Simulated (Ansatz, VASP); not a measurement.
Au in VASP and in Ansatz

Contents of INCAR:

```
SYSTEM = Au
ALGO = Fast
EDIFF = 1E-6
EDIFFG = -0.005
ENCUT = 600
GGA = PS
IBRION = 2
ISIF = 3
ISMEAR = -1
IVDW = 13
LASPH = .TRUE.
LCHARG = .FALSE.
LREAL = .FALSE.
LWAVE = .FALSE.
NELM = 80
NSW = 60
PREC = Accurate
SIGMA = 0.05
```

The input KPOINTS:

```
k-points
0
G
  11 11 11
  0 0 0
```

Contents of POSCAR:

```
Au
1.0
    0.0000000000      2.0350000000      2.0350000000
    2.0350000000      0.0000000000      2.0350000000
    2.0350000000      2.0350000000      0.0000000000
Au
1
Direct
    0.0000000000      0.0000000000      0.0000000000
```

The input input.yaml:

```yaml
crystal:
  lattice:
    - [0.0, 2.035, 2.035]
    - [2.035, 0.0, 2.035]
    - [2.035, 2.035, 0.0]
  atoms:
    - { symbol: Au, position: [0.0, 0.0, 0.0] }
hamiltonian:
  xc: pbesol
  pseudopotentials: { kind: paw }
  dispersion: d4
kpoints:
  mp_grid: { grid: [11, 11, 11] }
scf:
  occupations: { method: fermi_dirac, width: 0.05 }
output:
  forces: true
  stress: true
relax:
  f_tol: 0.01
  max_steps: 40
  cell: { stress_tol: 0.05 }
```

Alike in both runs: task relaxation of cell and atoms; functional PBEsol; dispersion D4; k mesh 11 × 11 × 11; occupations fermi-dirac, width 0.05 eV; no spin polarisation.

```csv
,VASP,Ansatz
version,VASP 6.6.1,Ansatz 0.2.0
potentials or method,"VASP PAW PBE potentials, release 64 (Au)",Ansatz PAW
plane-wave cutoff (eV),600,420
valence electrons in the cell,11,19
```

|  | VASP | Ansatz | Ansatz less VASP |
| --- | --- | --- | --- |
| relaxed volume (Å³/atom) | 16.67 | 16.69 | +0.014 |
| relaxed cell length with the largest relative difference (Å) | 2.868 | 2.868 | +0.0008 |
| energy change over the relaxation (meV/atom) | -1 | -1 | +0.2 |

The two sets of potentials don't hold the same shells in valence.

Caveats: the PAW data sets were made with another functional, which shifts forces and pressure a little (VASP); pairwise dispersion overbinds metals, which lowers pressure and volume (VASP); the plane-wave basis is chosen anew once the cell has moved, so the energies of steps on either side of that aren't comparable (Ansatz); the PAW data sets come from PBE, with cores solved anew for the run's functional, which leaves a small shift of forces and pressure (Ansatz). Spin-orbit coupling is left out, which matters for the levels of Au.
